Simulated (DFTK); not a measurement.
Crystal: KTaO3.

```
Ta K O
1.0
     3.98830    0.00000    0.00000
     0.00000    3.98830    0.00000
     0.00000    0.00000    3.98830
Ta K O
1 1 3
Direct
  0.00000 0.00000 0.00000
  0.50000 0.50000 0.50000
  0.00000 0.00000 0.50000
  0.00000 0.50000 0.00000
  0.50000 0.00000 0.00000
```

Base run:

| Item | Value |
| --- | --- |
| Program | DFTK 0.8.2 |
| Functional | PBE |
| Potentials or basis | dojo.nc.sr.pbe.v0_4_1.standard.upf (PBE) |
| Cutoff | 1143 eV |
| k mesh | 7 × 7 × 7 |
| Occupations | fermi-dirac, width 0.05 eV |
| Spin | no spin polarisation |

Its results: band gap on the k mesh 2.30 eV, indirect (least direct gap 2.87 eV).

Q: The run is repeated on the same cell with these changes: functional from PBE to PBEsol; potentials or basis from dojo.nc.sr.pbe.v0_4_1.standard.upf (PBE) to SPMS 1.0 (PBE); cutoff from 1143 eV to 816 eV. What comes out?

A: Band gap on the k mesh 2.20 eV, indirect (least direct gap 2.79 eV).

Caveats: spin-orbit coupling is left out, which moves the levels of the heavy elements; an odd mesh through Γ misses points on the zone boundary, where band edges often lie (some runs).
